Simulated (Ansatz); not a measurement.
ZnSe, space group F-43m: an all-electron equation of state, run with the Ansatz DFT code, driven from Python.

`eos_lapw.py`:
```python
import ansatz as az
from ase.eos import EquationOfState
from ase.units import GPa
import numpy as np

vectors0 = np.array([
    [0.0, 2.8338, 2.8338],
    [2.8338, 0.0, 2.8338],
    [2.8338, 2.8338, 0.0],
])
sites = [
    ("Zn", (0.0, 0.0, 0.0)),
    ("Se", (0.25, 0.25, 0.25)),
]


def crystal_on(cell):
    crystal = az.Crystal(lattice=az.Lattice.of(cell))
    for symbol, position in sites:
        crystal = crystal.atom(symbol, position)
    return crystal

volumes, energies = [], []
for scale in np.linspace(0.94, 1.06, 5):
    cell = vectors0 * scale ** (1 / 3)
    setup = (
        crystal_on(cell).calculation()
        .functional("pbesol")
        .occupations("fixed")
        .kpoints(6, 6, 6)
        .pseudopotentials("all_electron", lapw=True, basis_error=0.002)
    )
    data = setup.run(threads=1, pin="off").report
    volumes.append(abs(np.linalg.det(cell)) / len(sites))
    energies.append(data["free_energy_ev"] / len(sites))
    print(f"{scale:.3f} {volumes[-1]:9.4f} A^3/atom {energies[-1]:16.5f} eV/atom  (estimated basis error {1000 * data['lapw_basis_errors']['total_ev_per_atom']:.2f} meV/atom)")
v0, e0, bulk = EquationOfState(volumes, energies, eos="birchmurnaghan").fit()
print(f"V0 = {v0:.4f} A^3/atom, B0 = {bulk / GPa:.1f} GPa")
```

From its runs, with one value withheld:

| V (Å³/atom) | F less the lowest row shown (meV/atom) |
| --- | --- |
| 21.391 | 8.51 |
| 22.074 | 0.00 |
| 22.757 | 0.56 |
| 23.439 | 8.86 |
| 24.122 | ? |

What is the missing energy at 24.122 Å³ an atom?

A third-order Birch-Murnaghan fit, E = E0 + (9 V0 B0 / 16) [(t - 1)³ B' + (t - 1)² (6 - 4t)] with t = (V0/V)^(2/3), through the 4 rows shown gives V0 = 22.366 Å³, B0 = 65.0 GPa, B' = 4.13 and E0 = -0.79 meV. At V = 24.122 Å³, t = 0.95085, and the fit extrapolates to 23.80 meV. The run gave 23.67 meV, a miss of 0.13 meV.

The structure is a deposited one; some such entries were measured under pressure or heat, so a shift against it needn't be the functional's error alone. Run time: 32 s on 1 thread of Arm Neoverse V2 (shared host), peak memory 0.33 GiB.
